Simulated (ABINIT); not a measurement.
The system is Au.

```
Au
1.0
     0.00000    2.03500    2.03500
     2.03500    0.00000    2.03500
     2.03500    2.03500    0.00000
Au
1
Direct
  0.00000 0.00000 0.00000
```

Base run:

* Program: ABINIT 10.8.3 (patched build)
* Functional: AM05
* Potentials or basis: PseudoDojo NC SR PBEsol v0.4.1 standard
* Cutoff: 1034 eV
* k mesh: 11 × 11 × 11
* Occupations: fermi-dirac, width 0.05 eV
* Spin: no spin polarisation

Its results: band gap on the k mesh none (metal or under the smearing width); pressure 0.6 GPa.

Q: The run is repeated on the same cell with these changes: functional from AM05 to PBEsol. What comes out?

A: Band gap on the k mesh none (metal or under the smearing width); pressure 1.2 GPa.

Caveats: spin-orbit coupling is left out, which moves the levels of the heavy elements; the potentials were made for another functional, which shifts forces and pressure (some runs).
